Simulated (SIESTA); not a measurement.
CoO:

```
CELL_PARAMETERS angstrom
0.00000 2.13150 2.13150
2.13150 0.00000 2.13150
2.13150 2.13150 0.00000
ATOMIC_POSITIONS crystal
Co 0.00000 0.00000 0.00000
O 0.50000 0.50000 0.50000
```

* Program: SIESTA 5.4.2
* Task: relaxation of cell and atoms
* Functional: PBEsol
* Potentials or basis: PseudoDojo 0.4 standard (PBEsol files)
* Basis: DZP (energy shift 0.003 Ry; two zetas on semicore shells)
* Grid cutoff: 800 Ry
* Energy shift: 0.003 Ry
* k mesh: 8 × 8 × 8
* Occupations: fermi-dirac, width 0.05 eV
* Spin: collinear spin, ferromagnetic start
* Starting moments: [2.0, 0.0] μB

At the start: pressure -10.2 GPa; volume 9.68 Å³/atom.

Problem. Where does the relaxation end?

Solution. Over 6 steps the energy falls by 19.9 meV/atom and the volume is 9.12 Å³/atom (-5.8 %); space group Fm-3m (No. 225, to 0.05 Å); moment 2.84 μB per cell.

Step by step:
```csv
step,energy change (eV),largest force (eV/Å),pressure (GPa),volume (Å³)
1,0.0000,0.0000,-10.15,19.37
2,-0.0036,0.0000,-9.67,19.31
3,-0.0398,0.0000,0.26,18.22
4,-0.0397,0.0000,-0.14,18.25
5,-0.0397,0.0000,0.06,18.24
6,-0.0397,0.0000,-0.01,18.25
```

Final structure:
```cif
data_structure
_symmetry_space_group_name_H-M 'P 1'
_symmetry_Int_Tables_number 1
_cell_length_a 2.9550
_cell_length_b 2.9550
_cell_length_c 2.9550
_cell_angle_alpha 59.999
_cell_angle_beta 59.999
_cell_angle_gamma 59.999
_cell_volume 18.25
loop_
_atom_site_label
_atom_site_type_symbol
_atom_site_fract_x
_atom_site_fract_y
_atom_site_fract_z
_atom_site_occupancy
Co1 Co 0.00000 0.00000 0.00000 1
O1 O 0.50000 0.50000 0.50000 1
```

Caveat: short orbitals over semicore shells can move pressures by several GPa; the basis of atomic orbitals isn't converged, which shifts pressures, moduli and gaps; a cell with one magnetic atom can't hold antiferromagnetic order, which such compounds often take.
